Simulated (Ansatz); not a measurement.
PbS (R3m) from a database structure, relaxed with r2SCAN+rVV10 in the PAW code Ansatz: it is trigonal, R3m (No. 160); conventional cell a = 4.201 Å, c = 10.291 Å, 26.21 Å³ an atom. Around Pb lie 6 S at 2.97 Å; around S lie 6 Pb at 2.97 Å. The primitive cell holds 2 atoms in 52.43 Å³. Calculated for a static, non-magnetic cell.

Computed values: PBE gives a gap of 0.38 eV and PBE0 (25 % exact exchange) 1.38 eV; one over PBE's mean ε∞ is 0.059. HSE06+SOC (4×4×4) gives a least gap of 0.32 eV, direct. r2SCAN's ε∞ is 14.35.

What is the density?
The cell holds 1 Pb, 1 S: M = 1×207.200 + 1×32.060 = 239.26 u in V = 52.43 Å³. ρ = 1.66054 × M/V = 1.66054 × 239.26/52.43 = 7.578 g/cm³, for the static r2SCAN+rVV10 lattice.

Taking the gap as linear in the share of unscreened exchange, estimate the gap of the hybrid whose share is 1/ε∞.
The slope is (1.38 − 0.38)/0.25 = 4.00 eV per unit share, so E_g ≈ 0.38 + 4.00 × 0.059 = 0.62 eV. The run with that share gives 0.60 eV (6×6×6 mesh), -0.02 eV from the straight line.

At what wavelength does absorption set in by HSE06+SOC, excitons left aside?
λ = 1239.84 eV nm/E: 3874 nm for the least gap. That lies in the infrared.

What refractive index and reflectivity at normal incidence follow, below the gap and above the phonons?
n = √14.35 = 3.788; R = ((n − 1)/(n + 1))² = (2.788/4.788)² = 33.9 % a face.

Only the levels marked +SOC include spin-orbit coupling.

The meshes of the hybrids are coarse, so their gaps aren't converged to the digits shown.
